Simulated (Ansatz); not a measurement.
## Sn: one input, then a changed one

The cell is the one relaxed in the Materials Project (mp-1056308), not relaxed further here; entries there can be hypothetical. The listed cell was then made from it by scaling, straining or moving an atom.

First run: DFT, LDA, PAW with Ansatz's default frozen-core files, scalar-relativistic (Ansatz 0.2.0).

Command: `ansatz run input.yaml --threads 1 --pin off --max-ram 2048MiB --backend cpu --events-out ev --progress --plain --runs-dir out` The run took 3.1 s on 1 thread of Intel(R) Xeon(R) 6975P-C (Granite Rapids), with other jobs on the host, peak memory 0.46 GiB.

```yaml
crystal:
  lattice:
    - [-1.6569893071, 1.9150981989, 2.0652062125]
    - [1.6569893071, -1.9150981989, 2.0652062125]
    - [1.6569893071, 1.9150981989, -2.0652062125]
  atoms:
    - { symbol: Sn, position: [0.0, 0.0, 0.0] }
kpoints:
  mp_grid: { grid: [13, 13, 13] }
scf:
  occupations: { method: fermi_dirac, width: 0.08 }
hamiltonian:
  xc: lda
  pseudopotentials: { kind: paw }
output:
  forces: true
  stress: true
  eigenvalues: true
  efg: { contact_densities: true }
```

Result: converged; pressure -1.02 GPa; no gap on the k mesh; 6 SCF iterations.

No spin–orbit coupling, which matters for the heavy atoms here.

The input is then changed:

```diff
@@ -10,4 +10,5 @@
 scf:
   occupations: { method: fermi_dirac, width: 0.08 }
+  convergence: { dr2_threshold: 0.0001 }
 hamiltonian:
   xc: lda
@@ -18,3 +19,9 @@
   eigenvalues: true
   efg: { contact_densities: true }
+  write_density: true
+  write_potential: true
+  elf: true
+  volumetric_format: npy
+basis:
+  ecutwfc: "500 eV"
```

**Question.** Predict the outcome of the changed run.

**Answer.** It converged; energy at zero smearing -0.7 meV/atom from the first run; pressure -1.03 GPa; no gap on the k mesh; 6 SCF iterations. Some of these settings are too coarse for converged properties.

The results part of its log:

```
SCF 1 converged in 6 iterations: F = -5879.495406 eV  dr2 = 5.84e-10
  greatest PAW one-centre occupation: 0.992 electrons in one spin orbital (limit 2), on the Sn atom at site 0 (counted from 0), in its partial waves of l = 2
SCF converged after 6 iterations
Free energy (F): -5879.495406 eV
Harris-Foulkes:  -5879.495406 eV  (|F-HF|=7.91e-10)
Internal energy: -5879.483829 eV  (E = F + TS)
E sigma→0 (E₀):  -5879.489618 eV
Entropy (-TS):   -0.011577 eV (-11.577 meV/atom)
Fermi energy:    11.104797 eV
--- Per-component energies (eV) ---
  E_band       = -77.548257
  E_kinetic    = 187.762313
  E_local      = -806.629783  (includes V_loc(G=0)·N_el)
  E_nonlocal   = -28.346317
  E_hartree    = 510.740051
  E_xc         = -379.729123
  E_vxc        = -99.370590  (∫ρ·V_xc dr)
  E_paw        = -3993.206057  (= ΣΔE_a)
  E_vpaw       = -352.444952  (= ΣTr[D̂ρ^β])
  E_aug_tail   = -0.000000  (compensation charges beyond the density's cutoff)
  E_ewald      = -1370.499810
  E_core_change = 0.424898  (= ΣΔE_core)
  E_smearing   = -0.011577  (= −TS)
  E_closure    = 0.000000  (closes the sum)
  Σ components = -5879.495406   (vs F -5879.495406, Δ=0.00e0)
--- Forces (eV/Å), atoms counted from 1 ---
  atom   1  Sn     0.00000000     0.00000000     0.00000000
  max |Σ_I F_I| component: 0.00e0 eV/Å
--- Stress (GPa, compression-positive) ---
       -0.459728       0.000000       0.000000
        0.000000      -0.829784       0.000000
        0.000000       0.000000      -1.792914
  P = ⅓ Tr σ = -1.0275 GPa (-10.275 kbar)
--- PAW observables at the nuclei: V_zz in 10²¹ V/m², potentials from the cell's mean, atoms counted from 1 ---
  atom   1  Sn V_zz =    +1.461819   η = 0.5969   by run symmetry: allowed
            electrostatic potential = -8174.895789 V   contact ρ = 1231513.448375 e/Å³
--- Band table (eV; the first three rows and the last of 343) ---
  k-point 0: bands = ["-10.4349", "-10.3671", "-10.3479", "-10.3369", "-10.2218", "-0.3480", "18.1141", "18.2562", "20.4038", "21.8692", "23.0400"]
  k-point 1: bands = ["-10.4288", "-10.3639", "-10.3481", "-10.3296", "-10.2248", "-0.1998", "17.6875", "17.7102", "19.5285", "21.9107", "22.8147"]
  k-point 2: bands = ["-10.4249", "-10.3517", "-10.3419", "-10.3077", "-10.2321", "0.2458", "16.5095", "16.6689", "17.7043", "20.7853", "21.1400"]
  k-point 342: bands = ["-10.4611", "-10.4057", "-10.1997", "-10.1866", "-10.1578", "7.6897", "8.9835", "10.2130", "12.4303", "14.4492", "18.0758"]
```
